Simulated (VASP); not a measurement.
# Ca (Fd-3m) in VASP: a series of runs, part 2 of 2

VASP 6.6.1.

## 3. Single point, LDA

This run uses another cell than the first one, of 75.53 Å³/atom, 1.227 times its volume.

The input, INCAR:

```
SYSTEM = Ca
PREC = Accurate
ENCUT = 520
EDIFF = 1E-6
ISMEAR = -1
SIGMA = 0.1
LREAL = .False.
LASPH = .True.
NELM = 100
ALGO = Fast
ISIF = 2
LWAVE = .False.
LCHARG = .False.
NBANDS = 17
```

The input, KPOINTS:

```
regular mesh
0
Gamma
  8 8 8
  0 0 0
```

The input, POSCAR:

```
Ca
1.0
    0.0000000000      4.2270596231      4.2270596231
    4.2270596231      0.0000000000      4.2270596231
    4.2270596231      4.2270596231      0.0000000000
Ca
2
Direct
    0.1250000000      0.1250000000      0.1250000000
    0.8750000000      0.8750000000      0.8750000000
```

Potentials or basis: VASP PAW LDA potentials, release 64 (Ca_sv).

Started as:

```
$ cat potpaw_LDA.64/Ca_sv/POTCAR > POTCAR
$ mpirun -np 1 vasp_std > vasp.out
```

OUTCAR:

```text
SYSTEM = Ca
   PREC = Accurate
   ENCUT = 520
   EDIFF = 1E-6
   ISMEAR = -1
   LREAL = .False.
   LASPH = .True.
   NELM = 100
   ISIF = 2

 ion  position               nearest neighbor table
   1  0.125  0.125  0.125-
   2  0.875  0.875  0.875-

  LATTYP: Found a face centered cubic cell.
 ALAT       =     8.4541192462

  Lattice vectors:

 A1 = (   0.0000000000,   4.2270596231,   4.2270596231)
 A2 = (   4.2270596231,   0.0000000000,   4.2270596231)
 A3 = (   4.2270596231,   4.2270596231,   0.0000000000)

Analysis of symmetry for initial positions (statically):
=====================================================================
 Subroutine PRICEL returns:
 Original cell was already a primitive cell.

 Routine SETGRP: Setting up the symmetry group for a
 face centered cubic supercell.

 Subroutine GETGRP returns: Found 48 space group operations
 (whereof 12 operations were pure point group operations)
 out of a pool of 48 trial point group operations.

The static configuration has the point symmetry D_3d.
[... 158 lines left out ...]
  ext. energy  EPLUGINS =         0.00000000
  ---------------------------------------------------
  free energy    TOTEN  =        -2.18998318 eV

  energy without entropy =       -2.07367668  energy(sigma->0) =       -2.13182993

 E-fermi :  -0.1184     XC(G=0):  -6.0917

 val. band max:       -0.1439682754   @ k =  -0.2500   0.5000   0.2500
 cond. band min:      -0.1140436764   @ k =  -0.2500   0.1250   0.0000
 fundamental gap:      0.0299245990
 Fermi energy:        -0.1183504060

 k-point     1 :       0.0000    0.0000    0.0000
  band No.  band energies     occupation
      1     -42.7176      2.00000
      2     -42.6956      2.00000
      3     -24.0027      2.00000
      4     -24.0027      2.00000
      5     -24.0027      2.00000
      6     -23.9286      2.00000
[... 457 lines left out ...]
      4     -24.0122      2.00000
      5     -23.9855      2.00000
      6     -23.9467      2.00000
[... 9 lines left out ...]
     16       1.4984      0.00000
     17       1.7157      0.00000

 [... further k-points ...]
[... 5 lines left out ...]
  --------------------------------------------------------------------------------------
  -------------------------------------------------------------------------------------
  Total       -0.2919399     -0.2919399     -0.2919399     -0.0000000      0.0000000     -0.0000000
  in kB       -3.0964133     -3.0964133     -3.0964133     -0.0000000      0.0000000     -0.0000000
  external PRESSURE =      -3.0964133 kB  Pullay stress =       0.0000000 kB

 VOLUME and BASIS-vectors are now :
 -----------------------------------------------------------------------------
  energy-cutoff  :      520.00
  volume of cell :      151.06
      direct lattice vectors                 reciprocal lattice vectors
     0.000000000  4.227059623  4.227059623    -0.118285533  0.118285533  0.118285533
     4.227059623  0.000000000  4.227059623     0.118285533 -0.118285533  0.118285533
     4.227059623  4.227059623  0.000000000     0.118285533  0.118285533 -0.118285533

 POSITION                                       TOTAL-FORCE (eV/Angst)
 -----------------------------------------------------------------------------------
      1.05676      1.05676      1.05676         0.000000      0.000000      0.000000
      7.39735      7.39735      7.39735        -0.000000     -0.000000     -0.000000
 -----------------------------------------------------------------------------------
    total drift:                                0.000000      0.000000      0.000000

  FREE ENERGIE OF THE ION-ELECTRON SYSTEM (eV)
  ---------------------------------------------------
  free  energy   TOTEN  =        -2.1899831772 eV

  energy  without entropy=       -2.0736766778  energy(sigma->0) =       -2.13182993
```

OSZICAR:

```text
N       E                     dE             d eps       ncg     rms          rms(c)
DAV:   1     0.151817669943E+03    0.15182E+03   -0.96609E+03  1050   0.959E+02
DAV:   2     0.725677030985E+01   -0.14456E+03   -0.14314E+03  1180   0.283E+02
DAV:   3    -0.179819638886E+01   -0.90550E+01   -0.89709E+01  1904   0.473E+01
DAV:   4    -0.218469956980E+01   -0.38650E+00   -0.38490E+00  1331   0.102E+01
DAV:   5    -0.220161107301E+01   -0.16912E-01   -0.16899E-01  1645   0.157E+00    0.210E+00
RMM:   6    -0.218723619449E+01    0.14375E-01   -0.26045E-02  1212   0.132E+00    0.134E+00
RMM:   7    -0.219021447012E+01   -0.29783E-02   -0.45308E-02  1293   0.179E+00    0.173E-01
RMM:   8    -0.218967039225E+01    0.54408E-03   -0.11007E-02  1307   0.102E+00    0.335E-02
RMM:   9    -0.218989088495E+01   -0.22049E-03   -0.25435E-03  1531   0.434E-01    0.171E-02
RMM:  10    -0.218994727059E+01   -0.56386E-04   -0.46640E-04  1541   0.155E-01    0.111E-02
RMM:  11    -0.218997678105E+01   -0.29510E-04   -0.35915E-04  1506   0.107E-01    0.148E-02
RMM:  12    -0.218997460992E+01    0.21711E-05   -0.83668E-05  1513   0.499E-02    0.257E-03
RMM:  13    -0.218997944712E+01   -0.48372E-05   -0.54254E-05  1564   0.275E-02    0.263E-03
RMM:  14    -0.218998149588E+01   -0.20488E-05   -0.21913E-05  1274   0.130E-02    0.219E-03
RMM:  15    -0.218998362412E+01   -0.21282E-05   -0.15857E-05  1256   0.108E-02    0.741E-03
RMM:  16    -0.218998317720E+01    0.44692E-06   -0.57631E-06  1196   0.107E-02
   1 F= -.21899832E+01 E0= -.21318299E+01  d E =-.116306E+00
```

stdout:

```text
POSCAR found type information on POSCAR Ca
 POSCAR found :  1 types and       2 ions
 scaLAPACK will be used
 LDA part: xc-table for (Slater(with rela. corr.)+CA(PZ))
 , standard interpolation
 POSCAR, INCAR and KPOINTS ok, starting setup
 FFT: planning ... GRIDC
 FFT: planning ... GRID_SOFT
 FFT: planning ... GRID
 WAVECAR not read
 entering main loop
```

Wall time 2.1 min (1 thread of Intel Xeon Platinum 8488C (Sapphire Rapids), shared host); peak memory 0.27 GiB.

What came out:

```yaml
Free_energy: -2.1900 eV
Pressure: -0.3 GPa
Band_gap_on_the_k_mesh: none (metal or under the smearing width)
```

Levels at points of the mesh, in eV from the Fermi level:
```tsv
k point	band 8	band 9	band 10	band 11	band 12	band 13
(0.00, 0.00, 0.00)	-23.81	-3.04	0.61	0.61	0.61	0.81
(0.50, 0.00, 0.00)	-23.80	-1.89	-0.84	0.68	0.70	0.70
(0.50, 0.50, 0.00)	-23.80	-1.05	-1.05	0.18	0.18	0.81
```
